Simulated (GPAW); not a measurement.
The system is Mg3Sb2.

```
CELL_PARAMETERS angstrom
4.58200 0.00000 0.00000
-2.29100 3.96813 0.00000
0.00000 0.00000 7.24400
ATOMIC_POSITIONS crystal
Sb 0.66667 0.33333 0.76500
Sb 0.33333 0.66667 0.23500
Mg 0.00000 0.00000 0.00000
Mg 0.66667 0.33333 0.37000
Mg 0.33333 0.66667 0.63000
```

Base run:

* Program: GPAW 26.7.0
* Functional: PBEsol
* Potentials or basis: PAW data sets generated in the run's folder for this functional
* Cutoff: 800 eV
* Basis: pw
* k mesh: 7 × 7 × 4
* Occupations: fermi-dirac, width 0.05 eV
* Spin: no spin polarisation

Its results: band gap on the k mesh 0.37 eV, indirect (least direct gap 1.12 eV); pressure -0.6 GPa; largest force 0.445 eV/Å.

The run is repeated on the same cell with these changes: k mesh from 7 × 7 × 4 to 5 × 5 × 3. What comes out?

Band gap on the k mesh 0.22 eV, indirect (least direct gap 1.12 eV); pressure -0.6 GPa; largest force 0.433 eV/Å.

Caveats: spin-orbit coupling is left out, which moves the levels of the heavy elements; an odd mesh through Γ misses points on the zone boundary, where band edges often lie (some runs).

Not every run made on this cell is shown here.
